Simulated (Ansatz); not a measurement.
# Mo under changes of volume

One of the cells (15.892 Å³/atom); the others are scaled copies at fixed shape and fractional positions:

```xyz
1
Lattice="-1.5838 1.5838 1.5838 1.5838 -1.5838 1.5838 1.5838 1.5838 -1.5838" Properties=species:S:1:pos:R:3 pbc="T T T"
Mo    0.0000    0.0000    0.0000
```

```yaml
Program: Ansatz 0.2.0
Functional: PBEsol
Potentials_or_basis: all-electron LAPW, scalar-relativistic
Cutoff: 267 eV (chosen from the basis error)
Basis_error_allowed: 0.0005 eV/atom
k_mesh: 12 × 12 × 12
Occupations: fermi-dirac, width 0.05 eV
Spin: no spin polarisation
```

```csv
volume (Å³/atom),energy over the lowest point (meV/atom),pressure (GPa)
14.938,?,?
15.256,0.00,1.2
15.574,3.48,-4.5
15.892,17.63,-9.6
16.209,41.34,-14.2
16.527,73.63,-18.3
16.845,113.58,-21.9
```

**Question.** What does the run at 14.938 Å³/atom give?

**Answer.** Energy over the lowest point 8.44 meV/atom; pressure 7.5 GPa.

Worked out: A Birch-Murnaghan fit of order 3 (a polynomial in V^(-2/3)) to the other rows has its minimum at 15.32 Å³/atom with B0 = V·E''(V) = 285 GPa and B' = 4.4. It gives 8.55 meV/atom at 14.938 Å³/atom, against the run's 8.44, and -dE/dV = 7.6 GPa, against 7.5.

Energies are extrapolated to zero smearing.
